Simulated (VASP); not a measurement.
Calculation: PBE GGA, VASP's PBE PAW potentials (set 64) (plane waves; VASP 6.6.1).

The input files of a VASP run:

### INCAR
```
SYSTEM = MgF2
PREC = Accurate; ENCUT = 620; LREAL = .False.
LASPH = .True.
EDIFF = 1E-6; NELM = 100; ALGO = Normal
ISMEAR = 0; SIGMA = 0.05
GGA = PE
IBRION = 2; NSW = 40; ISIF = 3
EDIFFG = -0.02; PSTRESS = 100
LWAVE = .False.; LCHARG = .False.
```

**POSCAR**
```
MgF2
1.0
  4.5992548919   0.0000000000   0.0000000000
  0.0000000000   4.5992548919   0.0000000000
  0.0000000000   0.0000000000   3.0411110636
Mg F
2 4
direct
  0.0000000000   0.0000000000   0.0000000000
  0.5000000000   0.5000000000   0.5000000000
  0.3024849903   0.3024849903   0.0000000000
  0.8024849903   0.1975150097   0.5000000000
  0.1975150097   0.8024849903   0.5000000000
  0.6975150097   0.6975150097   0.0000000000
```

KPOINTS:
```
Regular mesh
0
Gamma
5 5 7
```

POTCAR, in this order: Mg F (PBE.64 set). Program: vasp_std.

What VASP printed:

File OUTCAR:
```
 ion  position               nearest neighbor table
   1  0.000  0.000  0.000-   3 1.97   6 1.97   5 1.99   4 1.99   4 1.99   5 1.99   2 3.59   2 3.59
                             2 3.59   2 3.59   2 3.59   2 3.59   2 3.59   2 3.59
   2  0.500  0.500  0.500-   4 1.97   5 1.97   3 1.99   6 1.99   3 1.99   6 1.99   1 3.59   1 3.59
                             1 3.59   1 3.59   1 3.59   1 3.59   1 3.59   1 3.59
   3  0.302  0.302  0.000-   1 1.97   2 1.99   2 1.99
   4  0.802  0.198  0.500-   2 1.97   1 1.99   1 1.99
   5  0.198  0.802  0.500-   2 1.97   1 1.99   1 1.99
   6  0.698  0.698  0.000-   1 1.97   2 1.99   2 1.99
  LATTYP: Found a simple tetragonal cell.
 ALAT       =     4.5992548919
 C/A-ratio  =     0.6612182049
 Subroutine PRICEL returns:
 Original cell was already a primitive cell.
 Subroutine GETGRP returns: Found 16 space group operations
The static configuration has the point symmetry D_2h.
 The point group associated with its full space group is D_4h.
The dynamic configuration has the point symmetry D_2h.
 Subroutine INISYM returns: Found 16 space group operations
 Subroutine IBZKPT returns following result:
 Found     24 irreducible k-points:

 Following reciprocal coordinates:
            Coordinates               Weight
  0.000000  0.000000  0.000000      1.000000
  0.200000  0.000000  0.000000      4.000000
  0.400000  0.000000  0.000000      4.000000
  0.200000  0.200000  0.000000      4.000000
  0.400000  0.200000  0.000000      8.000000
  0.400000  0.400000  0.000000      4.000000
  0.000000  0.000000  0.142857      2.000000
  0.200000  0.000000  0.142857      8.000000
  0.400000  0.000000  0.142857      8.000000
  0.200000  0.200000  0.142857      8.000000
  0.400000  0.200000  0.142857     16.000000
  0.400000  0.400000  0.142857      8.000000
  0.000000  0.000000  0.285714      2.000000
  0.200000  0.000000  0.285714      8.000000
  0.400000  0.000000  0.285714      8.000000
  0.200000  0.200000  0.285714      8.000000
  0.400000  0.200000  0.285714     16.000000
  0.400000  0.400000  0.285714      8.000000
  0.000000  0.000000  0.428571      2.000000
  0.200000  0.000000  0.428571      8.000000
  0.400000  0.000000  0.428571      8.000000
  0.200000  0.200000  0.428571      8.000000
  0.400000  0.200000  0.428571     16.000000
  0.400000  0.400000  0.428571      8.000000
   k-points           NKPTS =     24   k-points in BZ     NKDIM =     24   number of bands    NBANDS=     20
   number of dos      NEDOS =    301   number of ions     NIONS =      6
   total plane-waves  NPLWV =  44800
   dimension x,y,z NGX =    40 NGY =   40 NGZ =   28
   dimension x,y,z NGXF=    80 NGYF=   80 NGZF=   56
   ions per type =               2   4
   PREC   = accura    normal or accurate (medium, high low for compatibility)
   ISTART =      0    job   : 0-new  1-cont  2-samecut
   ICHARG =      2    charge: 1-file 2-atom 10-const
   ISPIN  =      1    spin polarized calculation?
   LNONCOLLINEAR =      F non collinear calculations
   LSORBIT =      F    spin-orbit coupling
   INIWAV =      1    electr: 0-lowe 1-rand  2-diag
   ENCUT  =  620.0 eV  45.57 Ry    6.75 a.u.   9.34  9.34  6.17*2*pi/ulx,y,z
   NELM   =    100;   NELMIN=  2; NELMDL= -5     # of ELM steps
   EDIFF  = 0.1E-05   stopping-criterion for ELM
   LREAL  =      F    real-space projection
   NLSPLINE    = F    spline interpolate recip. space projectors
   LMAXMIX     =    2 max onsite mixed and CHGCAR
   VOSKOWN=      0    Vosko Wilk Nusair interpolation
   EDIFFG = -.2E-01   stopping-criterion for IOM
   NSW    =     40    number of steps for IOM
   NBLOCK =      1;   KBLOCK =     40    inner block; outer block
   IBRION =      2    ionic relax: 0-MD 1-quasi-New 2-CG
   NFREE  =      1    steps in history (QN), initial steepest desc. (CG)
   ISIF   =      3    stress and relaxation
   ISYM   =      2    0-nonsym 1-usesym 2-fastsym
...
```

OSZICAR:
```
       N       E                     dE             d eps       ncg     rms          rms(c)
DAV:   1     0.236132090555E+03    0.23613E+03   -0.20172E+04   984   0.174E+03
DAV:   2    -0.227187756376E+02   -0.25885E+03   -0.25137E+03  1264   0.364E+02
DAV:   3    -0.339900740757E+02   -0.11271E+02   -0.11244E+02  1124   0.795E+01
DAV:   4    -0.340687157373E+02   -0.78642E-01   -0.78624E-01  1084   0.758E+00
DAV:   5    -0.340691666182E+02   -0.45088E-03   -0.45086E-03  1112   0.591E-01    0.101E+01
DAV:   6    -0.314441887933E+02    0.26250E+01   -0.11004E+01  1088   0.257E+01    0.301E+00
DAV:   7    -0.314643350241E+02   -0.20146E-01   -0.12137E-01  1016   0.254E+00    0.190E+00
DAV:   8    -0.314940892517E+02   -0.29754E-01   -0.52244E-02  1084   0.276E+00    0.176E-01
DAV:   9    -0.314950018968E+02   -0.91265E-03   -0.35051E-03  1112   0.452E-01    0.749E-02
DAV:  10    -0.314952499198E+02   -0.24802E-03   -0.25641E-04  1080   0.144E-01    0.152E-02
DAV:  11    -0.314952506935E+02   -0.77376E-06   -0.33149E-05  1108   0.478E-02    0.747E-03
DAV:  12    -0.314952509176E+02   -0.22409E-06   -0.97295E-06  1080   0.257E-02
   1 F= -.27480148E+02 E0= -.27480148E+02  d E =-.274801E+02
       N       E                     dE             d eps       ncg     rms          rms(c)
DAV:   1    -0.321340366021E+02   -0.63879E+00   -0.14365E+01  1056   0.366E+01    0.724E+00
DAV:   2    -0.313555366809E+02    0.77850E+00   -0.34174E+00  1076   0.151E+01    0.984E-01
DAV:   3    -0.313454317018E+02    0.10105E-01   -0.30969E-02  1004   0.149E+00    0.473E-01
DAV:   4    -0.313405459199E+02    0.48858E-02   -0.39892E-03  1108   0.667E-01    0.553E-02
DAV:   5    -0.313405873602E+02   -0.41440E-04   -0.16551E-04  1056   0.101E-01    0.239E-02
DAV:   6    -0.313405927788E+02   -0.54186E-05   -0.39148E-06  1048   0.166E-02    0.235E-03
DAV:   7    -0.313405928852E+02   -0.10635E-06   -0.97919E-07   596   0.828E-03
   2 F= -.27516346E+02 E0= -.27516346E+02  d E =-.361979E-01
       N       E                     dE             d eps       ncg     rms          rms(c)
DAV:   1    -0.314153149545E+02   -0.74722E-01   -0.60425E-01  1048   0.745E+00    0.148E+00
DAV:   2    -0.313826191797E+02    0.32696E-01   -0.14122E-01  1072   0.308E+00    0.196E-01
DAV:   3    -0.313821775378E+02    0.44164E-03   -0.11882E-03  1008   0.290E-01    0.911E-02
DAV:   4    -0.313819705062E+02    0.20703E-03   -0.17609E-04  1112   0.142E-01    0.113E-02
DAV:   5    -0.313819697455E+02    0.76071E-06   -0.92724E-06  1060   0.250E-02
   3 F= -.27519051E+02 E0= -.27519051E+02  d E =-.389027E-01
       N       E                     dE             d eps       ncg     rms          rms(c)
DAV:   1    -0.313791501404E+02    0.28204E-02   -0.35580E-03  1052   0.573E-01    0.115E-01
DAV:   2    -0.313789534015E+02    0.19674E-03   -0.85641E-04  1064   0.240E-01    0.152E-02
DAV:   3    -0.313789507521E+02    0.26494E-05   -0.70992E-06   964   0.226E-02    0.713E-03
DAV:   4    -0.313789496212E+02    0.11310E-05   -0.99047E-07   644   0.108E-02    0.793E-04
DAV:   5    -0.313789497650E+02   -0.14383E-06   -0.59503E-08   504   0.231E-03
   4 F= -.27519035E+02 E0= -.27519035E+02  d E =-.388865E-01
       N       E                     dE             d eps       ncg     rms          rms(c)
DAV:   1    -0.313776814546E+02    0.12682E-02   -0.24124E-01   960   0.459E+00    0.169E-01
DAV:   2    -0.313778446168E+02   -0.16316E-03   -0.50494E-03  1104   0.618E-01    0.885E-02
DAV:   3    -0.313777126731E+02    0.13194E-03   -0.99895E-05  1076   0.120E-01    0.321E-02
DAV:   4    -0.313776940401E+02    0.18633E-04   -0.42552E-05  1096   0.696E-02    0.494E-03
DAV:   5    -0.313776944581E+02   -0.41794E-06   -0.39931E-06   976   0.163E-02
   5 F= -.27519577E+02 E0= -.27519577E+02  d E =-.541827E-03
```

OUTCAR:
```
------------------------ aborting loop because EDIFF is reached ----------------------------------------
  FORCE on cell =-STRESS in cart. coord.  units (eV):
  Direction    XX          YY          ZZ          XY          YZ          ZX
  --------------------------------------------------------------------------------------
  Total        3.8729005      3.8729005      3.9597028     -0.0000000      0.0000000      0.0000000
  in kB      100.3831566    100.3831566    102.6330171     -0.0000000      0.0000000      0.0000000
  external PRESSURE =       1.1331101 kB  Pullay stress =     100.0000000 kB
  volume of cell :       61.81
      direct lattice vectors                 reciprocal lattice vectors
     4.535366343 -0.000000000  0.000000000     0.220489355 -0.000000000  0.000000000
     0.000000000  4.535366343  0.000000000     0.000000000  0.220489355  0.000000000
     0.000000000  0.000000000  3.005116638     0.000000000  0.000000000  0.332765786
 POSITION                                       TOTAL-FORCE (eV/Angst)
 -----------------------------------------------------------------------------------
      0.00000     -0.00000      0.00000         0.000000      0.000000     -0.000000
      2.26768      2.26768      1.50256         0.000000      0.000000     -0.000000
      1.37013      1.37013      0.00000        -0.007932     -0.007932      0.000000
      3.63781      0.89756      1.50256        -0.007932      0.007932     -0.000000
      0.89756      3.63781      1.50256         0.007932     -0.007932      0.000000
      3.16524      3.16524      0.00000         0.007932      0.007932     -0.000000
 -----------------------------------------------------------------------------------
    total drift:                                0.000000     -0.000000     -0.000000
  FREE ENERGIE OF THE ION-ELECTRON SYSTEM (eV)
  ---------------------------------------------------
  free  energy   TOTEN  =       -31.3776944581 eV

  energy  without entropy=      -31.3776944581  energy(sigma->0) =      -31.37769446
  enthalpy is  TOTEN    =       -27.5195765487 eV   P V=        3.8581179093

 reached required accuracy - stopping structural energy minimisation
```
(Selected blocks of OUTCAR.)

CONTCAR:
```
MgF2
   1.00000000000000
     4.5353663426237354   -0.0000000000000000    0.0000000000000000
     0.0000000000000000    4.5353663426237354    0.0000000000000000
     0.0000000000000000    0.0000000000000000    3.0051166376198890
  Mg              F
     2     4
Direct
     0.0000000000000000    0.0000000000000000    0.0000000000000000
     0.5000000000000000    0.5000000000000000    0.5000000000000000
     0.3020982615984810    0.3020982615984810    0.0000000000000000
     0.8020982615984809    0.1979017384015190    0.5000000000000000
     0.1979017384015190    0.8020982615984809    0.5000000000000000
     0.6979017384015191    0.6979017384015191    0.0000000000000000
```

Energy and stress use the plane-wave basis of the starting cell.

The compound is MgF2 in the rutile structure. This run relaxes it under an external pressure of 10 GPa. Symmetry was kept, so distortions that lower it aren't found.
